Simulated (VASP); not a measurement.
All values below come from PBE GGA, VASP's PBE PAW potentials (set 64) (plane waves; VASP).

A VASP calculation is set up with these files.

POSCAR:
```
GeO2
1.0
  4.2437420000   0.0000000000   0.0000000000
  0.0000000000   4.2437420000   0.0000000000
  0.0000000000   0.0000000000   2.7665470000
Ge O
2 4
Direct
  0.5000000000   0.5000000000   0.5000000000
  0.0000000000   0.0000000000   0.0000000000
  0.6942300000   0.6942300000   0.0000000000
  0.3057700000   0.3057700000   0.0000000000
  0.8057700000   0.1942300000   0.5000000000
  0.1942300000   0.8057700000   0.5000000000
```

INCAR:
```
# general
SYSTEM  = GeO2
PREC    = Accurate
ENCUT   = 400
LREAL   = .FALSE.
LASPH   = .TRUE.   # aspherical one-centre terms

# electronic loop
EDIFF   = 1E-6
NELM    = 100   # most electronic steps
ALGO    = Normal   # blocked Davidson
LMAXMIX = 4   # l cut-off of mixed one-centre charges

# smearing
ISMEAR  = -1   # Fermi-Dirac
SIGMA   = 0.05   # width (eV)

# functional
GGA     = PE   # PBE

# ions
ISIF    = 2

# output
LWAVE   = .FALSE.
LCHARG  = .FALSE.
```

File KPOINTS:
```
Automatic mesh
0
Gamma
4 4 6
0 0 0
```

POTCAR, in this order: Ge_d O (PBE.64 set). Program: vasp_std.

The resulting files:

OUTCAR:
```
 ion  position               nearest neighbor table
   1  0.500  0.500  0.500-   3 1.81   4 1.81   3 1.81   4 1.81   5 1.84   6 1.84
   2  0.000  0.000  0.000-   5 1.81   6 1.81   5 1.81   6 1.81   3 1.84   4 1.84
   3  0.694  0.694  0.000-   1 1.81   1 1.81   2 1.84
   4  0.306  0.306  0.000-   1 1.81   1 1.81   2 1.84
   5  0.806  0.194  0.500-   2 1.81   2 1.81   1 1.84
   6  0.194  0.806  0.500-   2 1.81   2 1.81   1 1.84
  LATTYP: Found a simple tetragonal cell.
 ALAT       =     4.2437420000
 C/A-ratio  =     0.6519121568
 Subroutine PRICEL returns:
 Original cell was already a primitive cell.
 Subroutine GETGRP returns: Found 16 space group operations
The static configuration has the point symmetry D_2h.
 The point group associated with its full space group is D_4h.
The dynamic configuration has the point symmetry D_2h.
 Subroutine INISYM returns: Found 16 space group operations
 Subroutine IBZKPT returns following result:
 Found     24 irreducible k-points:

 Following reciprocal coordinates:
            Coordinates               Weight
  0.000000  0.000000  0.000000      1.000000
  0.250000  0.000000  0.000000      4.000000
  0.500000  0.000000  0.000000      2.000000
  0.250000  0.250000  0.000000      4.000000
  0.500000  0.250000  0.000000      4.000000
  0.500000  0.500000  0.000000      1.000000
  0.000000  0.000000  0.166667      2.000000
  0.250000  0.000000  0.166667      8.000000
  0.500000  0.000000  0.166667      4.000000
  0.250000  0.250000  0.166667      8.000000
  0.500000  0.250000  0.166667      8.000000
  0.500000  0.500000  0.166667      2.000000
  0.000000  0.000000  0.333333      2.000000
  0.250000  0.000000  0.333333      8.000000
  0.500000  0.000000  0.333333      4.000000
  0.250000  0.250000  0.333333      8.000000
  0.500000  0.250000  0.333333      8.000000
  0.500000  0.500000  0.333333      2.000000
  0.000000  0.000000  0.500000      1.000000
  0.250000  0.000000  0.500000      4.000000
  0.500000  0.000000  0.500000      2.000000
  0.250000  0.250000  0.500000      4.000000
  0.500000  0.250000  0.500000      4.000000
  0.500000  0.500000  0.500000      1.000000
   k-points           NKPTS =     24   k-points in BZ     NKDIM =     24   number of bands    NBANDS=     31
   number of dos      NEDOS =    301   number of ions     NIONS =      6
   total plane-waves  NPLWV =  14112
   dimension x,y,z NGX =    28 NGY =   28 NGZ =   18
   dimension x,y,z NGXF=    56 NGYF=   56 NGZF=   36
   ions per type =               2   4
   PREC   = accura    normal or accurate (medium, high low for compatibility)
   ISTART =      0    job   : 0-new  1-cont  2-samecut
   ICHARG =      2    charge: 1-file 2-atom 10-const
   ISPIN  =      1    spin polarized calculation?
   LNONCOLLINEAR =      F non collinear calculations
   LSORBIT =      F    spin-orbit coupling
   INIWAV =      1    electr: 0-lowe 1-rand  2-diag
   ENCUT  =  400.0 eV  29.40 Ry    5.42 a.u.   6.92  6.92  4.51*2*pi/ulx,y,z
   NELM   =    100;   NELMIN=  2; NELMDL= -5     # of ELM steps
   EDIFF  = 0.1E-05   stopping-criterion for ELM
   LREAL  =      F    real-space projection
   NLSPLINE    = F    spline interpolate recip. space projectors
   LMAXMIX     =    4 max onsite mixed and CHGCAR
   VOSKOWN=      0    Vosko Wilk Nusair interpolation
   EDIFFG = 0.1E-04   stopping-criterion for IOM
   NSW    =      0    number of steps for IOM
   NBLOCK =      1;   KBLOCK =      1    inner block; outer block
   IBRION =     -1    ionic relax: 0-MD 1-quasi-New 2-CG
   NFREE  =      0    steps in history (QN), initial steepest desc. (CG)
   ISIF   =      2    stress and relaxation
   ISYM   =      2    0-nonsym 1-usesym 2-fastsym
   TEIN   =    0.0    initial temperature
   TEBEG  =    0.0;   TEEND  =   0.0 temperature during run
...
```

**OSZICAR**
```
       N       E                     dE             d eps       ncg     rms          rms(c)
DAV:   1     0.496671959008E+03    0.49667E+03   -0.23037E+04  2034   0.404E+03
DAV:   2     0.253503040878E+02   -0.47132E+03   -0.45372E+03  1645   0.808E+02
DAV:   3    -0.401710541573E+02   -0.65521E+02   -0.65098E+02  1789   0.201E+02
DAV:   4    -0.429473361846E+02   -0.27763E+01   -0.27734E+01  1747   0.477E+01
DAV:   5    -0.430139953967E+02   -0.66659E-01   -0.66647E-01  1814   0.729E+00    0.156E+01
DAV:   6    -0.373801411417E+02    0.56339E+01   -0.17624E+01  2494   0.921E+01    0.527E+00
DAV:   7    -0.373940299521E+02   -0.13889E-01   -0.20278E+00  1685   0.870E+00    0.295E+00
DAV:   8    -0.373752916779E+02    0.18738E-01   -0.22034E-01  2144   0.917E+00    0.618E-01
DAV:   9    -0.373656021664E+02    0.96895E-02   -0.57454E-02  2188   0.516E+00    0.191E-01
DAV:  10    -0.373659219071E+02   -0.31974E-03   -0.45001E-03  2308   0.794E-01    0.124E-01
DAV:  11    -0.373659407342E+02   -0.18827E-04   -0.39146E-04  2333   0.343E-01    0.291E-02
DAV:  12    -0.373659330346E+02    0.76995E-05   -0.75858E-05  2167   0.226E-01    0.429E-03
DAV:  13    -0.373659342934E+02   -0.12587E-05   -0.10297E-05  1768   0.234E-02    0.414E-03
DAV:  14    -0.373659340727E+02    0.22066E-06   -0.25033E-07  1143   0.160E-02
   1 F= -.37365934E+02 E0= -.37365934E+02  d E =-.346981E-10
```

**OUTCAR**
```
------------------------ aborting loop because EDIFF is reached ----------------------------------------
  FORCE on cell =-STRESS in cart. coord.  units (eV):
  Direction    XX          YY          ZZ          XY          YZ          ZX
  --------------------------------------------------------------------------------------
  Total       12.1827865     12.1827865     16.2290025     -0.0000000      0.0000000      0.0000000
  in kB      391.7610160    391.7610160    521.8749029     -0.0000000      0.0000000      0.0000000
  external PRESSURE =     435.1323116 kB  Pullay stress =       0.0000000 kB
  volume of cell :       49.82
      direct lattice vectors                 reciprocal lattice vectors
     4.243742000  0.000000000  0.000000000     0.235641092  0.000000000  0.000000000
     0.000000000  4.243742000  0.000000000     0.000000000  0.235641092  0.000000000
     0.000000000  0.000000000  2.766547000     0.000000000  0.000000000  0.361461417
 POSITION                                       TOTAL-FORCE (eV/Angst)
 -----------------------------------------------------------------------------------
      2.12187      2.12187      1.38327         0.000000      0.000000      0.000000
      0.00000      0.00000      0.00000         0.000000      0.000000      0.000000
      2.94613      2.94613      0.00000         0.526240      0.526240      0.000000
      1.29761      1.29761      0.00000        -0.526240     -0.526240     -0.000000
      3.41948      0.82426      1.38327        -0.526240      0.526240      0.000000
      0.82426      3.41948      1.38327         0.526240     -0.526240     -0.000000
 -----------------------------------------------------------------------------------
    total drift:                                0.000000      0.000000      0.000000
  FREE ENERGIE OF THE ION-ELECTRON SYSTEM (eV)
  ---------------------------------------------------
  free  energy   TOTEN  =       -37.3659340727 eV

  energy  without entropy=      -37.3659340727  energy(sigma->0) =      -37.36593407
```
(Selected blocks of OUTCAR.)

At this cut-off the stress carries a Pulay error, which pulls relaxed volumes low.

The structure comes from a computed database's GeO2 entry; how it stands against other phases isn't given here. The cell was not relaxed at this level, and its volume differs by -5.9 % from the start's.
